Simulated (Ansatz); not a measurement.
## Ionic part of the dielectric constant of KCl, mode by mode

Computed with DFT PBE, scalar-relativistic, plane waves, PAW in Ansatz 0.2.0. Plane waves to 420 eV; Γ-centred k mesh 6×6×6; fixed occupations. No spin polarisation. Phonons by linear response, acoustic sum rule imposed.

The structure is cubic, space group Pm-3m (No. 221). Conventional cell: a = 3.834 Å, b = 3.834 Å, c = 3.834 Å, α = 90.00°, β = 90.00°, γ = 90.00°. K (site symmetry m-3m) has 8 Cl at 3.32 Å as nearest neighbours. Cl (site symmetry m-3m) has 8 K at 3.32 Å as nearest neighbours.

The cell is the ideal cubic caesium chloride prototype; this isn't the usual structure of the compound.

The primitive cell has V = 56.35 Å³ and ε∞,xx = 2.547. Each polar mode adds Δε = (4.92064×10⁷/V)·S/ν² along x, with S its oscillator strength in e²/amu, ν in cm⁻¹ and V in Å³.

**Question.** From these modes, find each Δε and ε0,xx.
```csv
ν (cm⁻¹),S_xx (e²/amu)
97.0,0.07698
```

**Answer.**
```json
{"ν (cm⁻¹)": "97.0", "Δε": "7.14"}
```

The sum is 7.142, so ε0,xx = 9.69; the run's tensor has 9.69.

**Question.** Where do the longitudinal modes lie for a wave vector along x?

**Answer.** At 189 cm⁻¹. The Lyddane–Sachs–Teller product Π(ν_LO/ν_TO)² = 3.80 matches ε0/ε∞ = 3.80.